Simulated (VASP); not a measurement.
Write the native input for VASP 6.6.1 that does the following.

```
Task                   : relaxation of cell and atoms
Functional             : LDA
Potentials or basis    : VASP PAW LDA potentials, release 64 (B, As)
Cutoff                 : 600 eV
k mesh                 : 10 × 10 × 10
Occupations            : gaussian, width 0.03 eV
Spin                   : no spin polarisation
Further INCAR settings : ALGO = Normal; EDIFF = 1e-07; IBRION = 2; EDIFFG = -0.005; NSW = 90; ISIF = 3
```

The structure of BAs lies in POSCAR:

```
BAs                                     
1.0
    0.0000000000      2.3711456976      2.3711456976
    2.3711456976     -0.0000000000      2.3711456976
    2.3711456976      2.3711456976      0.0000000000
  B               As            
     1     1
Direct
     0.0000000000000000    0.0000000000000000    0.0000000000000000
     0.2500000000000000    0.2500000000000000    0.2500000000000000
```

The input as run:

INCAR

```
PREC = Accurate
ENCUT = 600
EDIFF = 1E-7
ISMEAR = 0
SIGMA = 0.03
LREAL = False
LASPH = True
NELM = 80
ALGO = Normal
ISIF = 3
LWAVE = False
LCHARG = False
IBRION = 2
NSW = 90
EDIFFG = -0.005
```

KPOINTS

```
Automatic mesh
0
Gamma
  10 10 10
```

Potentials or basis: VASP PAW LDA potentials, release 64 (B, As).

Run with:

```console
$ cat potpaw_LDA.64/B/POTCAR potpaw_LDA.64/As/POTCAR > POTCAR
$ mpirun -np 1 vasp_std > vasp.out
```

Results of the run:

The pressure after relaxing is 0.0 GPa. The band gap on the k mesh is 1.10 eV, indirect (least direct gap 3.28 eV).

Caveat: the relaxation stopped at its first step, so nothing moved.

It took 7.2 s on 1 thread of Intel(R) Xeon(R) Platinum 8488C (Sapphire Rapids), with other jobs on the host, peak memory 0.14 GiB.
